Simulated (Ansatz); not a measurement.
Ansatz 0.2.0, single run: TiPbO3

Launch command:

```bash
ansatz run input.yaml --threads 1 --pin off --max-ram 2560MiB --backend cpu --events-out ev --progress --plain --runs-dir out
```

The input file (Ansatz 0.2.0, plane waves):

```yaml
crystal:
  lattice:
    - [3.94047337, 0.0, 3.94047337]
    - [0.0, 3.94047337, 0.0]
    - [3.94047337, 0.0, -3.94047337]
  atoms:
    - { symbol: Pb, position: [0.0, 0.0, 0.0] }
    - { symbol: Pb, position: [0.5, 0.0, 0.5] }
    - { symbol: Ti, position: [0.0, 0.5, 0.5] }
    - { symbol: Ti, position: [0.5, 0.5, 0.0] }
    - { symbol: O, position: [0.25, 0.5, 0.75] }
    - { symbol: O, position: [0.75, 0.5, 0.25] }
    - { symbol: O, position: [0.0, 0.0, 0.5] }
    - { symbol: O, position: [0.5, 0.0, 0.0] }
    - { symbol: O, position: [0.25, 0.5, 0.25] }
    - { symbol: O, position: [0.75, 0.5, 0.75] }
  symmetry: { tolerance: 0.0003 }
kpoints:
  mp_grid: { grid: [3, 5, 3], shift: [0, 0, 0] }
magnetization:
  spin_polarized: false
scf:
  occupations: { method: fermi_dirac }
  eigensolver: { kind: davidson }
hamiltonian:
  pseudopotentials: { kind: paw }
  xc: r2scan
  hubbard:
    projectors: all-electron-ortho-atomic
    sites: [{ species: Ti, l: d, u: 6.24, j: 0.48 }]
basis:
  ecutwfc: "500 eV"
  precision: f64
output:
  forces: true
  stress: true
  eigenvalues: true
```

Origin of the cell: a database entry, scaled a little.

The smearing width isn't typed, so it takes its default of 0.1 eV.

Output (shortened):

```
SCF iter   1: F=—  HF=-32263.514638 eV  Δρ=9.11e-2  dr2=1.17e1  dr2_τ=1.47e0
SCF iter   2: F=—  HF=-32262.005618 eV  Δρ=4.27e-2  dr2=1.49e0  dr2_τ=4.83e-1
SCF iter   3: F=—  HF=-32262.135579 eV  Δρ=2.19e-2  dr2=5.27e-1  dr2_τ=2.91e-2
SCF iter   4: F=—  HF=-32262.208747 eV  Δρ=3.16e-3  dr2=8.80e-3  dr2_τ=1.00e-3  defer=1
SCF iter   5: F=—  HF=-32262.211192 eV  Δρ=8.23e-4  dr2=8.36e-4  dr2_τ=6.09e-5  defer=1
SCF iter   6: F=—  HF=-32262.211518 eV  Δρ=4.35e-4  dr2=1.99e-4  dr2_τ=1.90e-5  defer=1
SCF iter   7: F=—  HF=-32262.211499 eV  Δρ=1.97e-4  dr2=4.35e-5  dr2_τ=1.96e-6  defer=1
SCF iter   8: F=—  HF=-32262.211501 eV  Δρ=5.49e-5  dr2=4.12e-6  dr2_τ=5.28e-7  defer=1
SCF iter   9: F=—  HF=-32262.211500 eV  Δρ=3.42e-5  dr2=1.56e-6  dr2_τ=7.28e-8
SCF iter  10: F=—  HF=-32262.211500 eV  Δρ=1.05e-5  dr2=1.32e-7  dr2_τ=6.20e-9
SCF iter  11: F=-32262.211500 eV  HF=-32262.211500 eV  Δρ=1.11e-6  dr2=1.13e-9  dr2_τ=3.33e-10
the search or the solves at the SCF's close seem to have found levels that the self-consistency loop had missed (the run counts 2). By its estimate they hold under 1e-12 electrons; where the […]
SCF 1 converged in 11 iterations: F = -32262.211500 eV  dr2 = 1.13e-9
SCF converged after 11 iterations
Free energy (F): -32262.211500 eV
Harris-Foulkes:  -32262.211500 eV  (|F-HF|=7.49e-10)
Internal energy: -32262.211500 eV  (E = F + TS)
E sigma→0 (E₀):  -32262.211500 eV
Entropy (-TS):   -0.000000 eV (-0.000 meV/atom)
Fermi energy:    12.042790 eV
--- Per-component energies (eV) ---
  E_band       = -388.321718
  E_kinetic    = 2175.767532
  E_local      = -5091.953088  (includes V_loc(G=0)·N_el)
  E_nonlocal   = 984.250060
  E_hartree    = 1948.180107
  E_xc         = -1052.682263
  E_vxc        = -1201.425331  (∫ρ·V_xc dr)
  E_hubbard    = 8.806404  (on-site DFT+U / exact-exchange correction)
  E_vhub       = 6.270862  (the Hubbard potential's part of the band-sum identity)
  E_paw        = -23922.050719  (= ΣΔE_a)
  E_vpaw       = -1237.192077  (= ΣTr[D̂ρ^β])
  E_aug_tail   = 0.006488  (compensation charges beyond the density's cutoff)
  E_vtau       = 79.592841  (kinetic-family band-sum trace: ∫τ·v_τ [+ j·A + Jᵃ·Aᵃ] dr)
  E_ewald      = -7313.768466
  E_core_change = 1.232445  (= ΣΔE_core)
  E_smearing   = -0.000000  (= −TS)
  Σ components = -32262.211500   (vs F -32262.211500, Δ=0.00e0)
--- DFT+U+J on-site energies (Liechtenstein; fll double counting; per corrected site; eV) ---
  site 2 (l=d): U=6.2400  J=0.4800  Tr N=1.9691  E_int=10.364133  E_dc=5.960931  E_U=4.403202
  site 3 (l=d): U=6.2400  J=0.4800  Tr N=1.9691  E_int=10.364133  E_dc=5.960931  E_U=4.403202
--- Forces (eV/Å), atoms counted from 1 ---
  atom   1  Pb     0.000000    -0.000000     0.000000
  atom   2  Pb     0.000000    -0.000000    -0.000000
  atom   3  Ti     0.000000     0.000000     0.000000
  atom   4  Ti     0.000000     0.000000     0.000000
[… 2 lines left out …]
  atom   7  O      0.000000    -0.000000    -0.000000
  atom   8  O      0.000000     0.000000    -0.000000
  atom   9  O      0.000000     0.000000     0.000000
  atom  10  O      0.000000     0.000000     0.000000
  max |Σ_I F_I| component: 0.0 eV/Å
--- Stress (GPa, compression-positive) ---
        1.399940       0.000000       0.000000
       -0.000000       1.592207      -0.000000
        0.000000       0.000000       1.399940
  P = ⅓ Tr σ = 1.4640 GPa (14.640 kbar)
Occupation matrices written to <dir>
```

Caveats: no spin-orbit coupling, though heavy elements are present.

Time: 22 s on 1 thread of Arm Neoverse V1 (shared host), peak memory 0.72 GiB, from the program's own first density.
